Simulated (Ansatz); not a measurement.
SiC (F-43m), an elastic constant from a strain scan

All numbers below come from DFT PBE, scalar-relativistic, plane waves, PAW in Ansatz 0.2.0. The runs took a 420 eV cutoff, a Γ-centred 10×10×10 mesh and Gaussian smearing (0.05 eV). No spin polarisation. Energies are free energies at this smearing, counted from the undisturbed cell; pressure is positive in compression.

Zero of the scan (relaxed at this level):

```
Si C
1.0
     0.00000    2.18986    2.18986
     2.18986    0.00000    2.18986
     2.18986    2.18986    0.00000
Si C
1 1
Direct
  0.00000 0.00000 0.00000
  0.75000 0.75000 0.75000
```

The cell is strained by ε times the Voigt pattern (0, 0, 0, 1, 0, 0) (xx, yy, zz, yz, xz, xy; engineering shear) with fractional coordinates fixed. The cell holds 2 atoms in V0 = 21.00 Å³. The stress column is τ = (1/V0) dE/dε, got from the stress tensor σ (compression positive) at each point as −det(1 + εP) σ : P(1 + εP)⁻¹, with P the pattern as a tensor.

```
      ε  ΔE (meV/atom)  τ (GPa)
-0.1312        150.633  -35.573
-0.1125        110.311  -30.255
-0.0937         76.254  -25.024
-0.0750         48.717  -19.916
-0.0562         27.305  -14.857
-0.0375         12.145   -9.883
-0.0187          3.032   -4.918
 0.0000          0.000    0.000
 0.0187          3.032    4.918
 0.0375         12.145    9.883
 0.0562         27.305   14.857
 0.0750         48.717   19.916
 0.0937         76.254   25.024
 0.1125        110.311   30.255
 0.1312        150.633   35.573
 0.1500              ?        ?
```

Question: Which combination of elastic constants does this scan measure, and how large is it?

Answer: For small ε, τ = τ0 + Kε with K = pᵀCp, which for this pattern is C44 in the cubic axes. The parabola through τ at ε = -0.0187, 0 and 0.0187 has slope K = 263 GPa at zero. The energies per cell, E = NΔE, of the same two points give K = 2[E(ε₊)/ε₊ − E(ε₋)/ε₋]/[(ε₊ − ε₋)V0] = 265 GPa, in agreement. These are clamped-ion values.

Question: Predict the withheld row at ε = 0.1500 from the harmonic law, and compare.

Answer: ΔE = V0(τ0 ε + Kε²/2)/N = 193.946 meV/atom and τ = 39.45 GPa. The calculation gives 197.836 meV/atom and 41.05 GPa, a miss of 2.0 % of the harmonic energy, so the harmonic law still holds here.

Forces appear on the atoms along this scan, and letting them relax would lower the energy and soften the response.